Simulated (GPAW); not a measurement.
Mg3Sb2:

```xyz
5
Lattice="4.5820 0.0000 0.0000 -2.2910 3.9681 0.0000 0.0000 0.0000 7.2440" Properties=species:S:1:pos:R:3 pbc="T T T"
Sb    2.2910    1.3227    5.5417
Sb    0.0000    2.6454    1.7023
Mg    0.0000    0.0000    0.0000
Mg    2.2910    1.3227    2.6803
Mg    0.0000    2.6454    4.5637
```

Base run:

* Program: GPAW 26.7.0
* Functional: PBE
* Potentials or basis: GPAW PAW data sets (gpaw-data 1.2.1)
* Cutoff: 800 eV
* Basis: pw
* k mesh: 7 × 7 × 4
* Occupations: fermi-dirac, width 0.05 eV
* Spin: no spin polarisation

Its results: band gap on the k mesh 0.37 eV, indirect (least direct gap 1.18 eV); pressure 0.8 GPa; largest force 0.467 eV/Å.

Problem. The run is repeated on the same cell with these changes: functional from PBE to r2SCAN; k mesh from 7 × 7 × 4 to 5 × 5 × 3. What comes out?

Solution. Band gap on the k mesh 0.70 eV, indirect (least direct gap 1.87 eV); pressure 0.1 GPa; largest force 0.328 eV/Å.

Several settings changed at once, so the effect can't be laid on one alone.

Caveats: spin-orbit coupling is left out, which moves the levels of the heavy elements; an odd mesh through Γ misses points on the zone boundary, where band edges often lie (some runs); the PAW data sets were made with another functional, which shifts forces and pressure a little (some runs).
